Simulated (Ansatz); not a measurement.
## Mg: pressure and energy less free atoms against volume per atom

All results are calculated (Ansatz 0.2.0). Periodic Kohn-Sham DFT of a crystal at fixed atoms; pressure and stress are positive in compression; the energy is the free energy less that of spherical unpolarised free atoms; site moments are those in the method's own spheres, positive along +z.

Cell of the first row (space group Fm-3m, No. 225):
```
Mg
1.0
      0.0000     2.2154     2.2154
      2.2154     0.0000     2.2154
      2.2154     2.2154     0.0000
Mg
1
Direct
  0.00000 0.00000 0.00000
```

Settings of every row: method all-electron LAPW; functional PBE; relativity scalar; k mesh 13x13x13; filling fermi-dirac; smearing width 0.08 eV; basis error target 0.25 meV/atom; nucleus gaussian.

Atom start moment: 0 on all atoms.

Limits: the cell comes from a prototype or a list of computed structures and needn't be the stable phase.

```csv
row,volume per atom (Å³),pressure (GPa),energy less free atoms (eV/atom)
1,21.747,2.446,-1.4802
2,22.661,?,?
3,23.123,0,-1.4902
4,23.586,-0.671,-1.4892
5,24.51,-1.827,-1.4819
```

Question: what pressure and energy less free atoms should row 2 give?

Worked fit of pressure. Take u = (V_r/V)^(2/3) − 1 with V_r = 23.355 Å³ an atom, which is twice the finite (Eulerian) strain; such expansions in the strain, on which the Birch-Murnaghan equation of state is built, carry the rest volume and the bulk modulus. The shown rows have u = 0.04871, 0.00668, -0.00654, -0.03167. Least squares give pressure = −0.3449 + 50.928 × u + 130.68 × u² GPa; a straight line predicts inner rows, each left out in turn, worse (root mean square 0.13 against 0.0026 GPa). The rows lie off it by 0.000, -0.001, 0.001, 0.000. The pressure vanishes at u = 0.0067, or V = 23.12 Å³ an atom, and there the bulk modulus at fixed shape and fractions is B = −V dP/dV = (2/3)(1 + u) dP/du = 35.3 GPa. The withheld row has u = 0.02031, so the fit gives −0.3449 + 50.928 × (0.02031) + 130.68 × (0.02031)² = 0.743 GPa.

The calculation gave 0.742 GPa. The fit lies 0.001 GPa (0.023 % of the column's range) above it, one unit of the last digit.

Worked fit of energy less free atoms. Take u = (V_r/V)^(2/3) − 1 with V_r = 23.355 Å³ an atom, which is twice the finite (Eulerian) strain; such expansions in the strain, on which the Birch-Murnaghan equation of state is built, carry the rest volume and the bulk modulus. The shown rows have u = 0.04871, 0.00668, -0.00654, -0.03167. Least squares give energy less free atoms = −1.48994 − 0.0751 × u + 5.648 × u² eV/atom; a straight line predicts inner rows, each left out in turn, worse (root mean square 0.0057 against 1.8e-05 eV/atom). All shown rows lie on it to the printed digit. Its lowest point lies at u = 0.0066, or V = 23.12 Å³ an atom, and the curvature there gives the bulk modulus at fixed shape and fractions, B = (4/9)(1 + u)² E″(u)/V = 35.2 GPa. The withheld row has u = 0.02031, so the fit gives −1.48994 − 0.0751 × (0.02031) + 5.648 × (0.02031)² = -1.4891 eV/atom.

The calculation gave -1.4891 eV/atom. The fit meets it to the printed digit.
